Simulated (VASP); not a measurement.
# CaSe (F-43m) in VASP: notebook

The runs below take CaSe through G0W0 quasiparticle levels, QSGW quasiparticle levels, with PBEsol.

Everything below comes from runs of VASP 6.6.1. Logs are shortened: lines on timing, memory, paths and dates and some standing lists are left out, and cuts for length are marked.

### 1 Starting point

Symmetry: F-43m, No. 216, cubic system. The conventional cell has a = 6.600 Å, b = 6.600 Å, c = 6.600 Å, α = 90.00°, β = 90.00°, γ = 90.00°. Around Se (site symmetry -43m) lie 4 Ca at 2.86 Å. Around Ca (site symmetry -43m) lie 4 Se at 2.86 Å.

The cell comes from a database or a generator and needn't be the stable form of this composition.

### 2 G0W0 quasiparticle levels, PBEsol

File POSCAR:

```
CaSe
1.0
    0.0000000000      3.3000000000      3.3000000000
    3.3000000000      0.0000000000      3.3000000000
    3.3000000000      3.3000000000      0.0000000000
Se Ca
1 1
Direct
    0.2500000000      0.2500000000      0.2500000000
    0.0000000000      0.0000000000      0.0000000000
```

File INCAR.step1:

```
SYSTEM = CaSe
  PREC = Accurate
  ENCUT = 450
  EDIFF = 1E-8
  ISMEAR = 0
  SIGMA = 0.01
  LREAL = .False.
  LASPH = .True.
  NELM = 100
  ALGO = Normal
  LWAVE = .True.
  LCHARG = .False.
  GGA = PS
```

File INCAR.step2:

```
SYSTEM = CaSe
  PREC = Accurate
  ENCUT = 450
  EDIFF = 1E-8
  ISMEAR = 0
  SIGMA = 0.01
  LREAL = .False.
  LASPH = .True.
  NELM = 1
  ALGO = Exact
  LWAVE = .True.
  LCHARG = .False.
  GGA = PS
  NBANDS = 249
  LOPTICS = .True.
  ISTART = 1
```

File INCAR.step3:

```
SYSTEM = CaSe
  PREC = Accurate
  ENCUT = 450
  EDIFF = 1E-8
  ISMEAR = 0
  SIGMA = 0.01
  LREAL = .False.
  LASPH = .True.
  ALGO = EVGW0
  LWAVE = .True.
  LCHARG = .False.
  GGA = PS
  NELMGW = 1
  NBANDS = 249
  ENCUTGW = 100
  NOMEGA = 64
  PRECFOCK = Fast
  ISTART = 1
  NBANDSGW = 16
```

File INCAR.step4:

```
SYSTEM = CaSe
  PREC = Accurate
  ENCUT = 450
  EDIFF = 1E-8
  ISMEAR = 0
  SIGMA = 0.01
  LREAL = .False.
  LASPH = .True.
  ALGO = BSE
  LWAVE = .False.
  LCHARG = .False.
  GGA = PS
  NBANDS = 249
  ENCUTGW = 100
  NBANDSO = 3
  NBANDSV = 4
  ANTIRES = 0
  OMEGAMAX = 20
  PRECFOCK = Fast
  ISTART = 1
  NBSEEIG = 10
```

File KPOINTS:

```
Automatic mesh
0
Gamma
  4 4 4
  0 0 0
```

Potentials or basis: VASP PAW PBE potentials, release 64 (Se_GW, Ca_sv_GW).

Launch:

```
cat potpaw_PBE.64/Se_GW/POTCAR potpaw_PBE.64/Ca_sv_GW/POTCAR > POTCAR
cp INCAR.step1 INCAR
mpirun -np 1 vasp_std > vasp.out
cp INCAR.step2 INCAR
mpirun -np 1 vasp_std > vasp.out
cp INCAR.step3 INCAR
mpirun -np 1 vasp_std > vasp.out
cp INCAR.step4 INCAR
mpirun -np 1 vasp_std > vasp.out
```

OUTCAR:

```text
SYSTEM = CaSe
   PREC = Accurate
   ENCUT = 450
   EDIFF = 1E-8
   ISMEAR = 0
   LREAL = .False.
   LASPH = .True.
   GGA = PS
   ENCUTGW = 100
   PRECFOCK = Fast
   ISTART = 1

 ion  position               nearest neighbor table
   1  0.250  0.250  0.250-   2 2.86   2 2.86   2 2.86   2 2.86
   2  0.000  0.000  0.000-   1 2.86   1 2.86   1 2.86   1 2.86

  LATTYP: Found a face centered cubic cell.
 ALAT       =     6.6000000000

  Lattice vectors:

 A1 = (   0.0000000000,   3.3000000000,   3.3000000000)
 A2 = (   3.3000000000,   0.0000000000,   3.3000000000)
 A3 = (   3.3000000000,   3.3000000000,   0.0000000000)

Analysis of symmetry for initial positions (statically):
=====================================================================
 Subroutine PRICEL returns:
 Original cell was already a primitive cell.

 Routine SETGRP: Setting up the symmetry group for a
 face centered cubic supercell.

 Subroutine GETGRP returns: Found 24 space group operations
 (whereof 24 operations were pure point group operations)
 out of a pool of 48 trial point group operations.

The static configuration has the point symmetry T_d .

Analysis of symmetry for dynamics (positions and initial velocities):
=====================================================================
 Subroutine PRICEL returns:
 Original cell was already a primitive cell.

 Routine SETGRP: Setting up the symmetry group for a
 face centered cubic supercell.

 Subroutine GETGRP returns: Found 24 space group operations
 (whereof 24 operations were pure point group operations)
 out of a pool of 48 trial point group operations.

The dynamic configuration has the point symmetry T_d .

 Subroutine INISYM returns: Found 24 space group operations
 (whereof 24 operations are pure point group operations),
 and found     1 'primitive' translations

----------------------------------------------------------------------------------------

                                     Primitive cell

  volume of cell :      71.8740

  direct lattice vectors                    reciprocal lattice vectors
     0.000000000  3.300000000  3.300000000    -0.151515152  0.151515152  0.151515152
     3.300000000  0.000000000  3.300000000     0.151515152 -0.151515152  0.151515152
     3.300000000  3.300000000  0.000000000     0.151515152  0.151515152 -0.151515152

  length of vectors
     4.666904756  4.666904756  4.666904756     0.262431941  0.262431941  0.262431941

  position of ions in fractional coordinates (direct lattice)
     0.250000000  0.250000000  0.250000000
     0.000000000  0.000000000  0.000000000

  ion indices of the primitive-cell ions
   primitive index   ion index
                 1           1
                 2           2

----------------------------------------------------------------------------------------

 KPOINTS: Automatic mesh

Automatic generation of k-mesh.
 Grid dimensions read from file:
 generate k-points for:    4    4    4

 Generating k-lattice:

  Cartesian coordinates                     Fractional coordinates (reciprocal lattice)
    -0.037878788  0.037878788  0.037878788     0.250000000  0.000000000  0.000000000
     0.037878788 -0.037878788  0.037878788     0.000000000  0.250000000  0.000000000
     0.037878788  0.037878788 -0.037878788     0.000000000  0.000000000  0.250000000

  Length of vectors
     0.065607985  0.065607985  0.065607985

  Shift w.r.t. Gamma in fractional coordinates (k-lattice)
     0.000000000  0.000000000  0.000000000

 Subroutine IBZKPT returns following result:
 ===========================================

 Found      8 irreducible k-points:

 Following reciprocal coordinates:
            Coordinates               Weight
  0.000000  0.000000  0.000000      1.000000
  0.250000  0.000000  0.000000      8.000000
  0.500000  0.000000  0.000000      4.000000
  0.250000  0.250000  0.000000      6.000000
  0.500000  0.250000  0.000000     24.000000
 -0.250000  0.250000  0.000000     12.000000
  0.500000  0.500000  0.000000      3.000000
 -0.250000  0.500000  0.250000      6.000000
   k-points           NKPTS =      8   k-points in BZ     NKDIM =     64   number of bands    NBANDS=    249
   number of dos      NEDOS =    301   number of ions     NIONS =      2
   total plane-waves  NPLWV =  32768
   dimension x,y,z NGX =    32 NGY =   32 NGZ =   32
   dimension x,y,z NGXF=    64 NGYF=   64 NGZF=   64
   ions per type =               1   1
   NGX,Y,Z   is equivalent  to a cutoff of  11.40, 11.40, 11.40 a.u.
   NGXF,Y,Z  is equivalent  to a cutoff of  22.80, 22.80, 22.80 a.u.
 SYSTEM =  CaSe
   PREC   = accura    normal or accurate (medium, high low for compatibility)
   ISTART =      1    job   : 0-new  1-cont  2-samecut
   ICHARG =      0    charge: 1-file 2-atom 10-const
   ISPIN  =      1    spin polarized calculation?
   LNONCOLLINEAR =      F non collinear calculations
   LSORBIT =      F    spin-orbit coupling
   LASPH  =      T    aspherical Exc in radial PAW
   ENCUT  =  450.0 eV  33.07 Ry    5.75 a.u.   8.07  8.07  8.07*2*pi/ulx,y,z
   NELM   =     60;   NELMIN=  2; NELMDL=  0     # of ELM steps
   EDIFF  = 0.1E-07   stopping-criterion for ELM
   LREAL  =      F    real-space projection
   EDIFFG = 0.1E-06   stopping-criterion for IOM
   NSW    =      0    number of steps for IOM
   IBRION =     -1    ionic relax: 0-MD 1-quasi-New 2-CG
   NFREE  =      0    steps in history (QN), initial steepest desc. (CG)
   ISIF   =      0    stress and relaxation
   ISYM   =      3    0-nonsym 1-usesym 2-fastsym
   POTIM  = 0.5000    time-step for ionic-motion
   TEBEG  =    0.0;   TEEND  =   0.0 temperature during run
   PSTRESS=    0.0 pullay stress
   NELECT =      16.0000    total number of electrons
   NUPDOWN=      -1.0000    fix difference up-down
   EMIN   =  10.00;   EMAX   =-10.00  energy-range for DOS
   EFERMI =   0.00;   METHOD = LEGACY
   ISMEAR =     0;   SIGMA  =   0.01  broadening in eV -4-tet -1-fermi 0-gaus
   EFERMI_NEDOS =   21; number of points for ismear=-14 and -15
   IALGO  =     38    algorithm
   IMIX   =      4    mixing-type and parameters
     AMIX     =   0.40;   BMIX     =  1.00
     AMIX_MAG =   1.60;   BMIX_MAG =  1.00
  volume/ion in A,a.u.               =      35.94       242.51
  Fermi-wavevector in a.u.,A,eV,Ry     =   0.992181  1.874950 13.393889  0.984423
  Thomas-Fermi vector in A             =   2.123975
   LORBIT       =      0    0 simple, 1 ext, 2 COOP (PROOUT), +10 PAW based schemes
   GGA     = PS    functional components
   LHFCALC =     T    Hartree Fock is set to
   PRECFOCK=fast      Normal, Fast or Accurate (Low or Medium for compatibility)
   ENCUT4O =  -1.0   cutoff for four orbital integrals eV
   NKREDX  =     1    reduce k-point grid by
   NKREDY  =     1    reduce k-point grid by
   NKREDZ  =     1    reduce k-point grid by
   AEXX    =    1.0000 exact exchange contribution
   HFSCREEN=    0.0000 screening length (either q_TF or 0.3 A-1)
   HFSCREENC=   0.0000 screening length for correlation (either q_TF or 0.3 A-1)
   ENCUTFOCK=  -1.0 apply spherical cutoff to Coloumb kernel
   IVDW    =     0    specifies the selected vdW correction
   LEPSILON=     F    determine dielectric tensor
   LRPA    =     F    only Hartree local field effects (RPA)
   LRPAFORCE           =     F    calculate RPA forces
   ENCUTGW             = 100.0    cutoff for response function in eV
   ENCUTGWSOFT         =  80.0    soft cutoff for Coulomb kernel in GW response function in eV
   ENCUTLF             =  -1.0    cutoff for local field effects
   NELMGW              =     1    number of iterations in solving QP/BSE equation
   NELMHF              =     1    number of iterations in the inner HF iteration
   NKREDLFX            =     1    NKREDLFY  =   1   NKREDLFZ  =   1
 non-spin polarized calculation
 Gauss-broadening in eV      SIGMA  =   0.01
  energy-cutoff  :      450.00
  volume of cell :       71.87
 maximum number of plane-waves:      1588
  NGX = 18; NGY = 18; NGZ = 18
   NGX = 17   NGY = 17   NGZ = 17
 maximum number of plane-waves:       169
 NGX is ok and might be reduce to    18

 BSE (scaLAPACK) attempting allocation of   0.009 Gbyte  rank=    768

=======================================================================
```

It took 6.4 min on 1 thread of Intel Xeon Platinum 8375C at 2.90GHz (Ice Lake), shared host; peak memory 0.64 GiB.

What came out:

* Band gap on the k mesh, mean-field level: 3.00 eV, indirect (least direct gap 3.09 eV)
* Quasiparticle gap: 4.41 eV
* Least direct quasiparticle gap: 4.45 eV

Levels at points of the mesh, in eV from the valence-band top:
```csv
k point,band 6,band 7,band 8,band 9,band 10,band 11
"(0.00, 0.00, 0.00)",-0.09,-0.09,-0.09,3.00,5.31,5.31
"(0.50, 0.00, 0.00)",-1.23,-0.02,-0.02,4.97,5.41,5.41
"(0.50, 0.50, 0.00)",-1.24,-0.05,-0.05,3.44,4.88,6.03
```

Dielectric function (mean over the directions given):
| energy (eV) | real part | imaginary part |
| --- | --- | --- |
| 0.32 | 3.08 | 0.00 |
| 1.28 | 3.19 | 0.02 |
| 2.32 | 3.56 | 0.06 |
| 3.36 | 4.88 | 0.36 |
| 4.40 | 5.82 | 1.22 |
| 5.45 | 3.93 | 4.40 |
| 6.49 | -1.15 | 7.69 |
| 7.53 | -1.51 | 2.16 |
| 8.57 | -1.88 | 1.36 |
| 9.61 | -0.94 | 0.32 |
| 10.57 | -0.18 | 0.05 |
| 11.61 | 0.15 | 0.02 |
| 12.65 | 0.34 | 0.01 |
| 13.69 | 0.47 | 0.01 |
| 14.73 | 0.56 | 0.01 |
| 15.78 | 0.63 | 0.01 |
| 16.82 | 0.69 | 0.00 |
| 17.86 | 0.73 | 0.00 |
| 18.90 | 0.76 | 0.00 |
| 19.94 | 0.79 | 0.00 |

Lowest excitation energies (eV) and strengths:
```csv
energy,strength
3.745,5.23
3.745,5.23
3.745,5.23
4.472,0
4.472,0
4.472,0
4.542,2.87
4.542,2.87
4.542,2.87
4.992,0
```

Caveat: bands, screening cutoff and mesh are small and nothing is extrapolated, so the quasiparticle values aren't converged; spectra need much finer meshes, so this one isn't converged.

### 3 QSGW quasiparticle levels, PBEsol

POSCAR is that of step 2.

File INCAR.step1:

```
SYSTEM = CaSe
ALGO = Fast ; EDIFF = 1E-8
ENCUT = 500 ; GGA = PS
ISMEAR = 0 ; LASPH = .True.
LCHARG = .False. ; LREAL = .False.
LWAVE = .True. ; NELM = 80
PREC = Accurate ; SIGMA = 0.01
```

File INCAR.step2:

```
SYSTEM = CaSe
ALGO = Exact ; EDIFF = 1E-8
ENCUT = 500 ; GGA = PS
ISMEAR = 0 ; ISTART = 1
LASPH = .True. ; LCHARG = .False.
LOPTICS = .True. ; LREAL = .False.
LWAVE = .True. ; NBANDS = 325
NELM = 1 ; PREC = Accurate
SIGMA = 0.01
```

File INCAR.step3:

```
SYSTEM = CaSe
ALGO = QPGW ; EDIFF = 1E-8
ENCUT = 500 ; ENCUTGW = 120
GGA = PS ; ISMEAR = 0
ISTART = 1 ; LASPH = .True.
LCHARG = .False. ; LREAL = .False.
LWAVE = .False. ; NBANDS = 325
NBANDSGW = 20 ; NELMGW = 4
NOMEGA = 48 ; PREC = Accurate
PRECFOCK = Fast ; SIGMA = 0.01
```

File KPOINTS:

```
k-points
0
Gamma
  3 3 3
  0 0 0
```

Potentials or basis: VASP PAW PBE potentials, release 64 (Se_GW, Ca_sv_GW).

Launch:

```
cat potpaw_PBE.64/Se_GW/POTCAR potpaw_PBE.64/Ca_sv_GW/POTCAR > POTCAR
cp INCAR.step1 INCAR
mpirun -np 1 vasp_std > vasp.out
cp INCAR.step2 INCAR
mpirun -np 1 vasp_std > vasp.out
cp INCAR.step3 INCAR
mpirun -np 1 vasp_std > vasp.out
```

OUTCAR:

```text
SYSTEM = CaSe
   EDIFF = 1E-8
   ENCUT = 500
   ENCUTGW = 120
   GGA = PS
   ISMEAR = 0
   ISTART = 1
   LASPH = .True.
   LREAL = .False.
   NELMGW = 4
   PREC = Accurate
   PRECFOCK = Fast

 ion  position               nearest neighbor table
   1  0.250  0.250  0.250-   2 2.86   2 2.86   2 2.86   2 2.86
   2  0.000  0.000  0.000-   1 2.86   1 2.86   1 2.86   1 2.86

  LATTYP: Found a face centered cubic cell.
 ALAT       =     6.6000000000

  Lattice vectors:

 A1 = (   0.0000000000,   3.3000000000,   3.3000000000)
 A2 = (   3.3000000000,   0.0000000000,   3.3000000000)
 A3 = (   3.3000000000,   3.3000000000,   0.0000000000)

Analysis of symmetry for initial positions (statically):
=====================================================================
 Subroutine PRICEL returns:
 Original cell was already a primitive cell.

 Routine SETGRP: Setting up the symmetry group for a
 face centered cubic supercell.

 Subroutine GETGRP returns: Found 24 space group operations
 (whereof 24 operations were pure point group operations)
 out of a pool of 48 trial point group operations.

[... 111 lines left out ...]
   IMIX   =      4    mixing-type and parameters
     AMIX     =   0.40;   BMIX     =  1.00
     AMIX_MAG =   1.60;   BMIX_MAG =  1.00
  volume/ion in A,a.u.               =      35.94       242.51
  Fermi-wavevector in a.u.,A,eV,Ry     =   0.992181  1.874950 13.393889  0.984423
  Thomas-Fermi vector in A             =   2.123975
   LORBIT       =      0    0 simple, 1 ext, 2 COOP (PROOUT), +10 PAW based schemes
   GGA     = PS    functional components
   LHFCALC =     T    Hartree Fock is set to
   PRECFOCK=fast      Normal, Fast or Accurate (Low or Medium for compatibility)
   ENCUT4O =  -1.0   cutoff for four orbital integrals eV
   NKREDX  =     1    reduce k-point grid by
   NKREDY  =     1    reduce k-point grid by
   NKREDZ  =     1    reduce k-point grid by
   AEXX    =    1.0000 exact exchange contribution
   HFSCREEN=    0.0000 screening length (either q_TF or 0.3 A-1)
   HFSCREENC=   0.0000 screening length for correlation (either q_TF or 0.3 A-1)
   ENCUTFOCK=  -1.0 apply spherical cutoff to Coloumb kernel
   IVDW    =     0    specifies the selected vdW correction
   LEPSILON=     F    determine dielectric tensor
   LRPA    =     F    only Hartree local field effects (RPA)
   LRPAFORCE           =     F    calculate RPA forces
   ENCUTGW             = 120.0    cutoff for response function in eV
   ENCUTGWSOFT         =  96.0    soft cutoff for Coulomb kernel in GW response function in eV
   ENCUTLF             =  -1.0    cutoff for local field effects
   NELMGW              =     4    number of iterations in solving QP/BSE equation
   NELMHF              =     1    number of iterations in the inner HF iteration
   NKREDLFX            =     1    NKREDLFY  =   1   NKREDLFZ  =   1
 non-spin polarized calculation
 Gauss-broadening in eV      SIGMA  =   0.01
  energy-cutoff  :      500.00
  volume of cell :       71.87
 maximum number of plane-waves:      1853
 NGX is ok and might be reduce to    36
  NGX = 20; NGY = 20; NGZ = 20
   NGX = 17   NGY = 17   NGZ = 17
 maximum number of plane-waves:       220
 NGX is ok and might be reduce to    18

 QP shifts <psi_nk| G(iteration)W_0 |psi_nk>: iteration 1
 for sc-GW calculations column KS-energies equals QP-energies in previous step
 and V_xc(KS)=  KS-energies - (<T + V_ion + V_H > + <T+V_H+V_ion>^1  + <V_x>^1)

 k-point   1 :       0.0000    0.0000    0.0000
  band No.  KS-energies  QP-energies   sigma(KS)   V_xc(KS)     V^pw_x(r,r')   Z            occupation Imag(sigma)

      1     -38.5374     -39.9958     -23.0837     -20.5343     -34.4126       0.5720       2.0000       1.1159
      2     -19.6253     -21.6345     -22.6701     -19.8013     -27.7997       0.7004       2.0000       0.4515
      3     -19.6253     -21.6345     -22.6701     -19.8013     -27.7997       0.7004       2.0000       0.4515
      4     -19.6253     -21.6345     -22.6701     -19.8013     -27.7997       0.7004       2.0000       0.4515
      5      -9.9064     -10.8376     -14.0653     -12.6688     -19.7813       0.6668       2.0000       1.3554
      6       0.3221      -0.7141     -13.0293     -11.6414     -14.4926       0.7466       2.0000       0.2091
[... 467 lines left out ...]
      6      -2.1113      -2.1301      -2.1304      -2.1349       0.8089       2.0000
[... 12 lines left out ...]
     19      15.4507      15.5042      15.5030      15.5141       0.8249       0.0000
     20      15.5209      15.5700      15.5676      15.5801       0.7894       0.0000
```

It took 13 min on 1 thread of Intel Xeon 6975P-C (Granite Rapids), shared host; peak memory 1.1 GiB.

What came out:

```yaml
Band_gap_on_the_k_mesh_mean-field_level: 3.01 eV, indirect (least direct gap 3.09 eV)
Quasiparticle_gap: 5.28 eV
Least_direct_quasiparticle_gap: 5.31 eV
```

Quasiparticle gap after each update of the energies (eV): 4.52, 5.02, 5.23, 5.28

Caveat: the k mesh is coarse (spacing up to 0.55 Å⁻¹), so the values aren't converged; bands, screening cutoff and mesh are small and nothing is extrapolated, so the quasiparticle values aren't converged; an odd mesh through Γ misses points on the zone boundary, where band edges often lie.
